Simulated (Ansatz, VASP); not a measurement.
## BN in VASP and in Ansatz

The input INCAR:

```
SYSTEM = BN
PREC = Accurate
ENCUT = 520
EDIFF = 1E-8
ISMEAR = -1
SIGMA = 0.02
LREAL = .False.
LASPH = .True.
NELM = 80
ALGO = Normal
ISIF = 2
LWAVE = .False.
LCHARG = .False.
LEFG = .True.
NBANDS = 16
```

File KPOINTS:

```
regular mesh
0
Gamma
  13 13 5
  0 0 0
```

File POSCAR:

```
BN
1.0
    2.5400000000      0.0000000000      0.0000000000
   -1.2700000000      2.1997045256      0.0000000000
    0.0000000000      0.0000000000      6.5980000000
B N
2 2
Direct
    0.3333333333      0.6666666667      0.2500000000
    0.6666666667      0.3333333333      0.7500000000
    0.3333333333      0.6666666667      0.7500000000
    0.6666666667      0.3333333333      0.2500000000
```

Input for Ansatz:

```yaml
crystal:
  lattice:
    - [2.54, 0.0, 0.0]
    - [-1.27, 2.1997045256, 0.0]
    - [0.0, 0.0, 6.598]
  atoms:
    - { symbol: B, position: [0.3333333333, 0.6666666667, 0.25] }
    - { symbol: B, position: [0.6666666667, 0.3333333333, 0.75] }
    - { symbol: "N", position: [0.3333333333, 0.6666666667, 0.75] }
    - { symbol: "N", position: [0.6666666667, 0.3333333333, 0.25] }
kpoints:
  mp_grid: { grid: [13, 13, 5] }
scf:
  occupations: { method: fermi_dirac, width: 0.02 }
hamiltonian:
  xc: lda
  pseudopotentials: { kind: paw }
output:
  forces: true
  stress: true
  populations: true
  efg:
    quadrupole_moments_barn: { B: 0.04059, "N": 0.02044 }
    contact_densities: true
```

Alike in both runs: task electric field gradients; functional LDA; k mesh 13 × 13 × 5; occupations fermi-dirac, width 0.02 eV; no spin polarisation.

|  | VASP | Ansatz |
| --- | --- | --- |
| version | VASP 6.6.1 | Ansatz 0.2.0 |
| potentials or method | VASP PAW LDA potentials, release 64 (B, N) | plane-wave PAW, scalar-relativistic |
| plane-wave cutoff (eV) | 520 | 420 |
| valence electrons in the cell | 16 | 16 |

VASP gave:

| Quantity | Value |
| --- | --- |
| gap on the k mesh at the Fermi level (eV) | 4.01 |
| pressure (GPa) | -13.7 |
| largest component of the traceless stress (GPa) | 13.01 |
| Vzz of the field gradient on the site that differs most (V/Å²) | 34.1 |

What did Ansatz give for the same quantities?

gap on the k mesh at the Fermi level (eV): 4.03; pressure (GPa): -14.1; largest component of the traceless stress (GPa): 13.56; Vzz of the field gradient on the site that differs most (V/Å²): 27.7.

Caveats: an odd mesh through Γ misses points on the zone boundary, where band edges often lie. LDA gaps usually lie below the measured ones, often by a third to a half.
